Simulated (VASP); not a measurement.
Write an ASE script for VASP 6.6.1 that does the following.

```yaml
Task: relaxation of the atoms
Functional: r2SCAN
Potentials_or_basis: VASP PAW PBE potentials, release 64 (Ca_sv)
Cutoff: 520 eV
k_mesh: 8 × 8 × 8
Occupations: methfessel-paxton, width 0.1 eV
Spin: no spin polarisation
Optimiser: vasp
Further_INCAR_settings: ALGO = Normal; EDIFF = 1.00e-06; IBRION = 2; EDIFFG = -5.00e-03; NSW = 60
```

The structure of Ca lies in POSCAR:

```
Ca
1.0
    3.4504690000      0.0105740000      0.0260700000
    0.0105740000      3.4343730000     -0.0356840000
    0.0260700000     -0.0356840000      3.5836210000
Ca
1
Direct
   -0.0006690000      0.0010110000      0.0014000000
```

This isn't the form of Ca at room conditions, which is fcc.

The cell isn't the ideal one: cell strained at random at fixed volume.

One way to write it, as run:

run.py

```python
from ase.calculators.vasp import Vasp
from ase.io import read

atoms = read('POSCAR')
calc = Vasp(
    directory='calc',
    xc='r2scan',
    pp='PBE',
    setups='recommended',
    prec='Accurate',
    encut=520,
    ediff=1e-06,
    ismear=1,
    sigma=0.1,
    lreal=False,
    lasph=True,
    nelm=80,
    algo='Normal',
    isif=2,
    lwave=False,
    lcharg=False,
    lmixtau=True,
    ibrion=2,
    nsw=60,
    ediffg=-0.005,
    kpts=[8, 8, 8],
    gamma=True,
)
atoms.calc = calc

print('energy (eV):', atoms.get_potential_energy())
print('free energy (eV):', atoms.get_potential_energy(force_consistent=True))
print('forces (eV/A):')
print(atoms.get_forces())
print('stress (eV/A^3, Voigt):', atoms.get_stress())
print('Fermi level (eV):', calc.get_fermi_level())
print('cell (A, degrees):', atoms.cell.cellpar())
print('volume (A^3):', atoms.get_volume())
print('scaled positions:')
print(atoms.get_scaled_positions())
```

Potentials or basis: VASP PAW PBE potentials, release 64 (Ca_sv).

Launch:

```sh
$ python run.py
```

Results of the run:

```
Pressure after relaxing : 0.2 GPa
Band gap on the k mesh  : none (metal or under the smearing width)
```

Caveat: the relaxation stopped at its first step, so nothing moved; the PAW data sets were made with another functional, which shifts forces and pressure a little.

It took 6.7 min on 1 thread of Intel(R) Xeon(R) Platinum 8375C CPU @ 2.90GHz (Ice Lake), with other jobs on the host, peak memory 0.24 GiB.
